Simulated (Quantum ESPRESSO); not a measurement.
# 2H-MoS2, 2 layers, AA' stacking: a series in biaxial strain, part 2 of 8

Aim: how the results for 2H-MoS2, 2 layers, AA' stacking change with biaxial strain.

Quantum ESPRESSO 7.5; plane-wave DFT, PBE, GBRV ultrasoft pseudopotentials.

So far. Step 2 (Relaxing cell and ions of the reference):  The last row is no step: it is a fresh SCF in the final cell with a new plane-wave basis, +1 meV from the row before.

## (3) Relaxation with pw.x, -4 %

Level of this step: plane-wave DFT, PBE-D3(BJ), GBRV ultrasoft pseudopotentials (Quantum ESPRESSO).

m0.relax.in

```
&control
  prefix = 'm0.relax'
  outdir = './out'
  pseudo_dir = './pseudo'
  nstep = 40
  forc_conv_thr = 0.0003
  calculation = 'relax'
  tstress = .true.
/
&system
  ibrav = 0
  nat = 6
  ntyp = 2
  ecutwfc = 50
  ecutrho = 250
  vdw_corr = 'grimme-d3'
  dftd3_version = 4
  occupations = 'smearing'
  smearing = 'fd'
  degauss = 0.002
/
&electrons
  conv_thr = 1e-09
  mixing_beta = 0.4
  electron_maxstep = 120
  mixing_mode = 'plain'
/
&ions
/
ATOMIC_SPECIES
  S   32.0600  s_pbe_v1.4.uspp.F.UPF
  Mo  95.9500  mo_pbe_v1.uspp.F.UPF
CELL_PARAMETERS angstrom
  3.02703545664000 0.00000000000000 0.00000000000000
  -1.51351772832000 2.62148960352000 0.00000000000000
  0.00000000000000 0.00000000000000 24.72519547600000
ATOMIC_POSITIONS crystal
  S   0.333333333300 0.666666666700 0.312992677600
  Mo  0.000000000000 0.000000000000 0.376346394700
  S   0.333333333300 0.666666666700 0.439650115000
  S   0.000000000000 0.000000000000 0.560349885000
  Mo  0.333333333300 0.666666666700 0.623653605300
  S   0.000000000000 0.000000000000 0.687007322400
K_POINTS automatic
  12 12 1 0 0 0
```

The run is started by

```console
$ OMP_NUM_THREADS=1 mpirun -n 4 pw.x -nk 4 -in m0.relax.in > m0.relax.out
```

The log of the run:

```text
[banner, memory and clock lines left out]
Program PWSCF v.7.5 starts
[citation notice left out]

[...]
Message from routine setup:
[...]
bravais-lattice index     =            0
     lattice parameter (alat)  =       5.7203  a.u.
     unit-cell volume          =    1324.0427 (a.u.)^3
     number of atoms/cell      =            6
     number of atomic types    =            2
     number of electrons       =        52.00
     number of Kohn-Sham states=           31
     kinetic-energy cutoff     =      50.0000  Ry
     charge density cutoff     =     250.0000  Ry
     scf convergence threshold =      1.0E-09
     mixing beta               =       0.4000
     number of iterations used =            8  plain     mixing
     energy convergence thresh.=      1.0E-04
     force convergence thresh. =      3.0E-04
     Exchange-correlation= SLA  PW   PBE  PBE
                           (   1   4   3   4   0   0   0)
     nstep                     =           40

[...]
PseudoPot. # 1 for S  read from file:
     ./pseudo/s_pbe_v1.4.uspp.F.UPF
     Pseudo is Ultrasoft + core correction, Zval =  6.0
     Generated by new atomic code, or converted to UPF format
     Using radial grid of  907 points,  6 beta functions with:
                l(1) =   0
                l(2) =   0
                l(3) =   1
                l(4) =   1
                l(5) =   2
                l(6) =   2
     Q(r) pseudized with  8 coefficients,  rinner =    1.300   1.300   1.300
                                                       1.300   1.300

     PseudoPot. # 2 for Mo read from file:
     ./pseudo/mo_pbe_v1.uspp.F.UPF
     Pseudo is Ultrasoft + core correction, Zval = 14.0
     Generated by new atomic code, or converted to UPF format
     Using radial grid of  889 points,  6 beta functions with:
                l(1) =   0
                l(2) =   0
                l(3) =   1
                l(4) =   1
                l(5) =   2
                l(6) =   2
     Q(r) pseudized with  6 coefficients,  rinner =    1.000   1.000   1.000
                                                       1.000   1.000

     atomic species   valence    mass     pseudopotential
     S                 6.00    32.06000     S ( 1.00)
     Mo               14.00    95.95000     Mo( 1.00)

     12 Sym. Ops., with inversion, found ( 6 have fractional translation)

[...]
number of k points=    19  Fermi-Dirac smearing, width (Ry)=  0.0020
[...]
Dense  grid:    88345 G-vectors     FFT dimensions: (  30,  30, 240)

     Smooth grid:    63169 G-vectors     FFT dimensions: (  27,  27, 216)

     Check: negative core charge=   -0.000001

     Initial potential from superposition of free atoms

     starting charge      51.9977, renormalised to      52.0000

     negative rho (up, down):  2.604E-03 0.000E+00
     Starting wfcs are   42 randomized atomic wfcs

     per-process dynamical memory:    84.9 Mb

     Self-consistent Calculation

     iteration #  1     ecut=    50.00 Ry     beta= 0.40
     Davidson diagonalization with overlap
     ethr =  1.00E-02,  avg # of iterations =  2.3

     Threshold (ethr) on eigenvalues was too large:
     Diagonalizing with lowered threshold

     Davidson diagonalization with overlap
     ethr =  5.48E-04,  avg # of iterations =  2.0

     negative rho (up, down):  2.687E-03 0.000E+00

     total energy              =    -375.49960166 Ry
     estimated scf accuracy    <       0.34736112 Ry

     iteration #  2     ecut=    50.00 Ry     beta= 0.40
[...]
negative rho (up, down):  2.653E-03 0.000E+00

[...]
total energy              =    -375.53810236 Ry
     estimated scf accuracy    <       0.31248738 Ry

     iteration #  3     ecut=    50.00 Ry     beta= 0.40
[...]
negative rho (up, down):  2.670E-03 0.000E+00

[...]
total energy              =    -375.58396316 Ry
     estimated scf accuracy    <       0.01511200 Ry

     iteration #  4     ecut=    50.00 Ry     beta= 0.40
[...]
negative rho (up, down):  2.683E-03 0.000E+00

[...]
total energy              =    -375.58409892 Ry
     estimated scf accuracy    <       0.04846604 Ry

     iteration #  5     ecut=    50.00 Ry     beta= 0.40
[...]
negative rho (up, down):  2.686E-03 0.000E+00

[...]
total energy              =    -375.58677966 Ry
     estimated scf accuracy    <       0.00463172 Ry

     iteration #  6     ecut=    50.00 Ry     beta= 0.40
[...]
negative rho (up, down):  2.679E-03 0.000E+00

[...]
total energy              =    -375.58754352 Ry
     estimated scf accuracy    <       0.00636274 Ry

[...]
iteration # 13     ecut=    50.00 Ry     beta= 0.40
[...]
negative rho (up, down):  2.683E-03 0.000E+00

[...]
total energy              =    -375.58821264 Ry
     estimated scf accuracy    <          1.4E-09 Ry

     iteration # 14     ecut=    50.00 Ry     beta= 0.40
[...]
negative rho (up, down):  2.683E-03 0.000E+00

[...]
total energy              =    -375.58821265 Ry
     estimated scf accuracy    <       0.00000001 Ry

     iteration # 15     ecut=    50.00 Ry     beta= 0.40
[...]
negative rho (up, down):  2.683E-03 0.000E+00

[...]
total energy              =    -375.58821265 Ry
     estimated scf accuracy    <          1.6E-09 Ry

     iteration # 16     ecut=    50.00 Ry     beta= 0.40
[...]
negative rho (up, down):  2.683E-03 0.000E+00

[...]
End of self-consistent calculation

          k = 0.0000 0.0000 0.0000 (  7929 PWs)   bands (ev):

   -57.7549 -57.7549 -32.0214 -32.0214 -31.6002 -31.6002 -31.6001 -31.6001
   -11.8341 -11.6743 -10.4658 -10.2155  -3.5153  -2.9639   0.1650   0.3840
     0.3840   0.3893   0.3893   1.2891   1.6441   1.6441   1.6656   1.6656
     2.3081   3.1760   6.1554   6.1554   6.1738   6.1738   6.3695

          k = 0.0000 0.0962 0.0000 (  7945 PWs)   bands (ev):

   -57.7501 -57.7501 -32.0126 -32.0126 -31.6433 -31.6433 -31.6098 -31.6098
   -11.7076 -11.5481 -10.4082 -10.1657  -3.3760  -2.8251  -0.0793   0.1161
     0.1259   0.5161   0.5241   0.7343   1.4441   1.4681   1.7129   1.9602
     2.3338   3.0912   6.0089   6.0168   6.0387   6.0802   6.2010

[...]
the Fermi energy is     3.9135 ev

!    total energy              =    -375.58821265 Ry
     estimated scf accuracy    <          1.8E-12 Ry
     smearing contrib. (-TS)   =      -0.00000000 Ry
     internal energy E=F+TS    =    -375.58821265 Ry

     The total energy is F=E-TS. E is the sum of the following terms:
     one-electron contribution =   -2887.06463512 Ry
     hartree contribution      =    1451.92207172 Ry
     xc contribution           =     -73.06185919 Ry
     ewald contribution        =    1132.78679378 Ry
     DFT-D3 Dispersion         =      -0.17058384 Ry

     convergence has been achieved in  16 iterations

     negative rho (up, down):  2.683E-03 0.000E+00

     Forces acting on atoms (cartesian axes, Ry/au):

     atom    1 type  1   force =     0.00000000    0.00000000   -0.03651084
     atom    2 type  2   force =    -0.00000000   -0.00000000   -0.00010500
     atom    3 type  1   force =     0.00000000    0.00000000    0.03639094
     atom    4 type  1   force =     0.00000000    0.00000000   -0.03639094
     atom    5 type  2   force =     0.00000000   -0.00000000    0.00010500
     atom    6 type  1   force =     0.00000000    0.00000000    0.03651084

     Total force =     0.072902     Total SCF correction =     0.000004

     Computing stress (Cartesian axis) and pressure

     negative rho (up, down):  2.683E-03 0.000E+00
          total   stress  (Ry/bohr**3)                   (kbar)     P=       70.98
   0.00056104   0.00000000   0.00000000           82.53        0.00        0.00
   0.00000000   0.00056104  -0.00000000            0.00       82.53       -0.00
   0.00000000   0.00000000   0.00032548            0.00        0.00       47.88

     BFGS Geometry Optimization
     Energy error            =      5.3E-03 Ry
     Gradient error          =      3.7E-02 Ry/Bohr

     number of scf cycles    =   1
     number of bfgs steps    =   0

     energy             new  =    -375.5882126463 Ry

     new trust radius        =       0.0365108371 bohr
     new conv_thr            =       0.0000000010 Ry

ATOMIC_POSITIONS (crystal)
S                0.3333333333        0.6666666667        0.3122112600
Mo              -0.0000000000       -0.0000000000        0.3763441474
S                0.3333333333        0.6666666667        0.4404289665
S                0.0000000000        0.0000000000        0.5595710335
Mo               0.3333333333        0.6666666667        0.6236558526
S                0.0000000000        0.0000000000        0.6877887400

[...]
NEW-OLD atomic charge density approx. for the potential

     Check: negative core charge=   -0.000001

     negative rho (up, down):  2.665E-03 0.000E+00

     per-process dynamical memory:    94.7 Mb

[...]
!    total energy              =    -375.59232147 Ry
[...]
Total force =     0.040083     Total SCF correction =     0.000077
[...]
number of bfgs steps    =   1
[...]
energy             new  =    -375.5923214720 Ry
[...]
new trust radius        =       0.0401619208 bohr
[...]
!    total energy              =    -375.59414093 Ry
[...]
Total force =     0.006253     Total SCF correction =     0.000082
[...]
number of bfgs steps    =   2
[...]
energy             new  =    -375.5941409267 Ry
[...]
new trust radius        =       0.0078459747 bohr
[...]
!    total energy              =    -375.59418818 Ry
[...]
Total force =     0.001384     Total SCF correction =     0.000008
[...]
number of bfgs steps    =   3
[...]
energy             new  =    -375.5941881806 Ry
[...]
new trust radius        =       0.0010169150 bohr
[...]
!    total energy              =    -375.59419024 Ry
[...]
Total force =     0.001377     Total SCF correction =     0.000005
[...]
number of bfgs steps    =   4
[...]
energy             new  =    -375.5941902399 Ry
[...]
WARNING: bfgs curvature condition failed, Theta= 0.911
     new trust radius        =       0.0011186065 bohr
[...]
!    total energy              =    -375.59419290 Ry
[...]
Total force =     0.001403     Total SCF correction =     0.000008
[...]
number of bfgs steps    =   5
[...]
energy             new  =    -375.5941929000 Ry
[...]
new trust radius        =       0.0016779098 bohr
[...]
new trust radius        =       0.0056629455 bohr
[...]
!    total energy              =    -375.59422874 Ry
[...]
Total force =     0.001650     Total SCF correction =     0.000016
[...]
number of bfgs steps    =   9
[...]
energy             new  =    -375.5942287364 Ry
[...]
new trust radius        =       0.0084944183 bohr
[...]
Self-consistent Calculation

     iteration #  1     ecut=    50.00 Ry     beta= 0.40
     Davidson diagonalization with overlap
     ethr =  1.00E-06,  avg # of iterations =  5.8

     Threshold (ethr) on eigenvalues was too large:
     Diagonalizing with lowered threshold

     Davidson diagonalization with overlap
     ethr =  2.45E-08,  avg # of iterations =  4.7

     negative rho (up, down):  2.605E-03 0.000E+00

     total energy              =    -375.59423839 Ry
     estimated scf accuracy    <       0.00002778 Ry

[...]
iteration # 12     ecut=    50.00 Ry     beta= 0.40
[...]
negative rho (up, down):  2.606E-03 0.000E+00

[...]
End of self-consistent calculation

          k = 0.0000 0.0000 0.0000 (  7929 PWs)   bands (ev):

   -57.7474 -57.7474 -31.9909 -31.9908 -31.5691 -31.5691 -31.5691 -31.5691
   -11.6970 -11.5053 -10.4726 -10.1940  -3.3865  -2.7806   0.0594   0.6789
     0.6789   0.6853   0.6853   1.2281   1.8938   1.8938   1.9194   1.9194
     2.1735   3.0696   6.1517   6.1517   6.1860   6.1860   6.2651

          k = 0.0000 0.0962 0.0000 (  7945 PWs)   bands (ev):

   -57.7427 -57.7427 -31.9825 -31.9825 -31.6110 -31.6110 -31.5785 -31.5785
   -11.5726 -11.3812 -10.4091 -10.1387  -3.2447  -2.6380  -0.1205   0.4003
     0.4123   0.8080   0.8178   0.8207   1.6937   1.7223   1.8768   2.0395
     2.2249   3.0022   5.9201   5.9530   6.0169   6.0282   6.0941

[...]
2.1910   2.6245   5.1916   5.4220   5.7850   5.8787   5.9221
```

Elapsed: 9.3 min, on 4 MPI ranks of Arm Neoverse V2, shared host; peak memory 0.82 GiB; 37 min of CPU time.

Step by step:

```
step  energy less that of the first step (eV)  largest force (eV/Å)
   1                                   0.0000                0.9387
   2                                  -0.0559                0.5223
   3                                  -0.0807                0.0921
   4                                  -0.0813                0.0167
   5                                  -0.0813                0.0163
   6                                  -0.0814                0.0188
   7                                  -0.0814                0.0211
   8                                  -0.0815                0.0233
   9                                  -0.0817                0.0253
  10                                  -0.0819                0.0269
  11                                  -0.0821                0.0279
  12                                  -0.0825                0.0277
  13                                  -0.0829                0.0254
  14                                  -0.0833                0.0177
  15                                  -0.0833                0.0107
  16                                  -0.0833                0.0070
```

The atoms that moved most (Å):

```
atom     dx     dy      dz  length
  S6  0.000  0.000   0.097   0.097
  S1  0.000  0.000  -0.097   0.097
 Mo2  0.000  0.000  -0.051   0.051
 Mo5  0.000  0.000   0.051   0.051
  S3  0.000  0.000  -0.005   0.005
  S4  0.000  0.000   0.005   0.005
```

Final coordinates:

```xyz
6
Lattice="3.0270 0.0000 0.0000 -1.5135 2.6215 0.0000 0.0000 0.0000 24.7252" Properties=species:S:1:pos:R:3
S     0.0000    1.7477    7.6421
Mo    0.0000    0.0000    9.2540
S     0.0000    1.7477   10.8651
S     0.0000    0.0000   13.8601
Mo    0.0000    1.7477   15.4712
S     0.0000    0.0000   17.0831
```

The relaxation lowers the energy by 14 meV an atom.

This step gave:

| Quantity | Value |
| --- | --- |
| free energy | -5110.2213 eV |
| Fermi energy | 3.791 eV |

[end of part 2 of 8]

[Logs are printed without paths, hosts, clocks, repeated set-up lines and the standing remarks that a program may print on its own settings, such as how far it seeks lower states.]

[Hosts, paths, dates, database ids (printed as entryN), source tags and the programs' standing remarks are cut or masked in the printed files.]

[Maps of the electrostatic potential energy from Ansatz leave out the sawtooth potential of an applied field or a dipole correction, so their vacuum need not be flat; planar profiles and work functions include it.]
